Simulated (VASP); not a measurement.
Wanted: the native input for a VASP 6.6.1 run.

| Quantity | Value |
| --- | --- |
| Task | relaxation of the atoms |
| Functional | PBEsol |
| Potentials or basis | VASP PAW PBE potentials, release 64 (Ni) |
| Cutoff | 520 eV |
| k mesh | 9 × 9 × 1 |
| Occupations | fermi-dirac, width 0.05 eV |
| Spin | collinear spin, ferromagnetic start |
| Starting moments | [1.0] μB |
| Dipole correction | yes |
| Atoms held fixed (from 0) | [0] |
| Further INCAR settings | ALGO = Normal; EDIFF = 1e-07; IBRION = 2; EDIFFG = -0.01; NSW = 60 |

The structure of Ni lies in POSCAR:

```
Ni
1.0
    2.2591100000      0.0000000000      0.0000000000
    0.0000000000      2.2591100000      0.0000000000
    0.0000000000      0.0000000000     23.8000000000
Ni
1
Selective dynamics
Direct
    0.5000000000      0.5000000000      0.2941200000  F F F
```

The cell was built by a generator and needn't be a form met in nature.

The input as run:

INCAR

```
ALGO     = Normal         # electronic algorithm
DIPOL    = 0.5 0.5 0.294
EDIFF    = 1E-7           # SCF threshold, eV
EDIFFG   = -0.01          # ionic threshold
ENCUT    = 520            # plane-wave cutoff, eV
GGA      = PS             # functional
IBRION   = 2              # ionic algorithm
IDIPOL   = 3            
ISIF     = 2              # what is computed and relaxed
ISMEAR   = -1             # smearing method
ISPIN    = 2              # spin polarisation
LASPH    = T              # aspherical terms in the spheres
LCHARG   = F              # write CHGCAR
LDIPOL   = T            
LMAXMIX  = 4              # l up to which the mixer works
LORBIT   = 11             # projections on sites
LREAL    = F              # projectors in reciprocal space
LWAVE    = F              # write WAVECAR
MAGMOM   = 1              # initial moments
NELM     = 150            # most SCF steps
NSW      = 60             # ionic steps
PREC     = Accurate       # precision mode
SIGMA    = 0.05           # smearing width, eV
```

KPOINTS

```
k-points
0
Gamma
  9 9 1
```

Potentials or basis: VASP PAW PBE potentials, release 64 (Ni).

Launch:

```bash
$ cat potpaw_PBE.64/Ni/POTCAR > POTCAR
$ mpirun -np 1 vasp_std > vasp.out
```

Results of the run:

```json
{"Band gap on the k mesh": "none (metal or under the smearing width)", "Net moment": "0.82 μB per cell", "Site moments": "Ni +0.84 μB", "Valence electrons inside the program's atomic spheres": "Ni 9.16"}
```

Caveat: the relaxation stopped at its first step, so nothing moved.

Wall time 84 s on 1 thread of Intel(R) Xeon(R) 6975P-C (Granite Rapids), on a shared host, peak memory 0.28 GiB.
